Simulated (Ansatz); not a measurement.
# AlP: the cost of one run

Program: Ansatz 0.2.0, driven from Python. Level of theory: DFT PBE, plane waves, PAW. These are calculated values, not measurements.

The COD entry's cell or inner coordinates are ideal or old and differ from later refinements, so a difference from it is no clean test against experiment.

## Step 1: The system

The structure is cubic, space group F-43m (No. 216). Conventional cell: a = 5.451 Å, b = 5.451 Å, c = 5.451 Å, α = 90.00°, β = 90.00°, γ = 90.00°. Al (site symmetry -43m) is surrounded by 4 P at 2.36 Å. P (site symmetry -43m) has 4 Al at 2.36 Å as nearest neighbours.

No structure file is read: the coordinates are typed or built in the script.

## Step 2: The code

File md_alp.py:

```python
# -*- coding: utf-8 -*-
"""Short molecular dynamics of AlP."""

import json

import ansatz as az
import numpy as np

cell = (
    az.Lattice.fcc(5.451)
    .space_group(216)
    .atom("Al", (0.0, 0.0, 0.0))
    .atom("P", (0.25, 0.25, 0.75))
    .primitive()
)

# a small cell and a short run: a test of the set-up, no statistics
model = (
    cell.supercell(2, 2, 1).calculation()
    .functional(az.Functional.PBE)
    .pseudopotentials("paw")
    .basis(550)
    .kpoints(2)
    .occupations(az.OccupationsMethod.FERMI_DIRAC, width=0.1)
    .md("nvt_langevin", timestep=2.0, steps=12, temperature=1200, initial_velocities="maxwell_boltzmann", seed=665)
)
out = model.run(threads=1, events_out="events.ndjson")
with open("events.ndjson") as stream:
    events = [json.loads(line) for line in stream]
steps = [e["data"] for e in events if e["event"] == "md_step"]
summary = out.report

print(" step   t (fs)     E_pot (eV)   E_kin (eV)    T (K)")
for s in steps[::2]:
    print(f"{s['step']:5d} {s['time_fs']:8.1f} {s['lagrangian_ev']:14.4f} {s['e_kin_ev']:12.4f} {s['temperature_k']:8.1f}")

temperature = np.array([s["temperature_k"] for s in steps])
print(f"mean temperature of the second half {temperature[len(steps) // 2 :].mean():.1f} K")

print("last positions (A) and velocities (A/fs)")
for site, xyz, vel in zip(out.lattice.sites, steps[-1]["positions_ang"], steps[-1]["velocities_ang_fs"]):
    print(f"{site.symbol:2s}", " ".join(f"{v:8.4f}" for v in xyz), " ", " ".join(f"{v:9.5f}" for v in vel))
```

## Step 3: What the engine is handed

The package turns the script's settings into the engine's input:

```yaml
crystal:
  lattice:
    bravais: fcc
    a: 5.451
  space_group: 216
  atoms:
    - { symbol: Al, position: [0.0, 0.0, 0.0] }
    - { symbol: P, position: [0.25, 0.25, 0.75] }
  reduce_to_primitive: true
  supercell: [2, 2, 1]
basis:
  ecutwfc: 550.0
kpoints:
  mp_grid:
    grid: [2, 2, 2]
hamiltonian:
  xc: pbe
  pseudopotentials:
    kind: paw
scf:
  occupations:
    method: fermi_dirac
    width: 0.1
md:
  timestep: 2.0
  n_steps: 12
  ensemble: nvt_langevin
  temperature: 1200.0
  initial_velocities: maxwell_boltzmann
  seed: 665
```

## Step 4: Launch

On the command line:

```
python md_alp.py
```

**Question.** How long does this script take on 1 thread of Arm Neoverse V1, shared host, and how much memory does it need?

About 31 s, with a peak of 0.52 GiB.
